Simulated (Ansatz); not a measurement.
The system is ScAl3.

```
Sc Al
1.0
     4.08781    0.00000    0.00000
     0.00000    4.08781    0.00000
     0.00000    0.00000    4.08781
Sc Al
1 3
Direct
  0.00000 0.00000 0.00000
  0.50000 0.50000 0.00000
  0.00000 0.50000 0.50000
  0.50000 0.00000 0.50000
```

The cell is a database's computed one.

Base run:

| Quantity | Value |
| --- | --- |
| Program | Ansatz 0.2.0 |
| Functional | RPBE |
| Potentials or basis | Ansatz PAW |
| Cutoff | 420 eV (not typed: the program's choice for these potentials) |
| k mesh | 7 × 7 × 7 |
| Occupations | fermi-dirac, width 0.05 eV |
| Spin | no spin polarisation |

Its results: band gap on the k mesh none (metal or under the smearing width); pressure 3.2 GPa.

Question: The run is repeated on the same cell with these changes: functional from RPBE to PBEsol. What comes out?

Answer: Band gap on the k mesh none (metal or under the smearing width); pressure -1.1 GPa.

PBEsol binds more tightly than RPBE, so the same cell stands under less pressure.

Caveats: the PAW data sets come from PBE, with cores solved anew for the run's functional, which leaves a small shift of forces and pressure.
